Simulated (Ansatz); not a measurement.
LaAlO₃ (cubic perovskite)

```
LaAlO3
1.0
    7.62482     0.00000     0.00000
    0.00000     3.81241     0.00000
    0.00000     0.00000     3.81241
La Al O
2 2 6
Direct
  0.00000   0.00000   0.00000
  0.50000   0.00000   0.00000
  0.25000   0.50000   0.50000
  0.75000   0.50000   0.50000
  0.00000   0.50000   0.50000
  0.50000   0.50000   0.50000
  0.25000   0.50000   0.00000
  0.75000   0.50000   0.00000
  0.25000   0.00000   0.50000
  0.75000   0.00000   0.50000
```

A phonon eigenvector at X = (0.5, 0.0, 0.0) is frozen into this cell: atom i moves by Q times the vector below, so Q is the largest atomic displacement, in Å. The cell is held. (q is in reciprocal vectors of the primitive cell; the cell shown is doubled to hold the pattern.)

| atom | x | y | z |
|---|---|---|---|
| Al3 | 1.000 | 0.000 | 0.000 |
| Al4 | -1.000 | 0.000 | 0.000 |
| O7 | 0.850 | 0.000 | 0.000 |
| O8 | -0.850 | 0.000 | 0.000 |
| O9 | 0.850 | 0.000 | 0.000 |
| O10 | -0.850 | 0.000 | 0.000 |

Atoms not listed stay in place.

Method: PBE (plane waves to 420 eV, PAW, scalar-relativistic; Ansatz, a program for electronic structure). k mesh 5×9×9 (Γ-centred), Fermi-Dirac smearing 0.05 eV. LaAlO3 is run without spin polarisation. LaAlO3 was relaxed with its symmetry unable to fall. This is a high-temperature form of LaAlO3.

At one point of the scan the forces (eV/Å) are:

| atom | Fx | Fy | Fz |
|---|---|---|---|
| La1 | 0.000 | 0.000 | 0.000 |
| La2 | 0.000 | 0.000 | 0.000 |
| Al3 | 1.829 | 0.000 | 0.000 |
| Al4 | -1.829 | 0.000 | 0.000 |
| O5 | 0.000 | 0.000 | 0.000 |
| O6 | 0.000 | 0.000 | 0.000 |
| O7 | 0.808 | 0.000 | 0.000 |
| O8 | -0.808 | 0.000 | 0.000 |
| O9 | 0.808 | 0.000 | 0.000 |
| O10 | -0.808 | 0.000 | 0.000 |

Problem. Which point is it?
A) Q = -0.280 Å
B) Q = -0.233 Å
C) Q = -0.093 Å
D) Q = -0.140 Å

Solution. D, Q = -0.140 Å

(A displaced cell: forces are minus the slopes of the energy, force constants its curvatures, and phonons follow from these.)
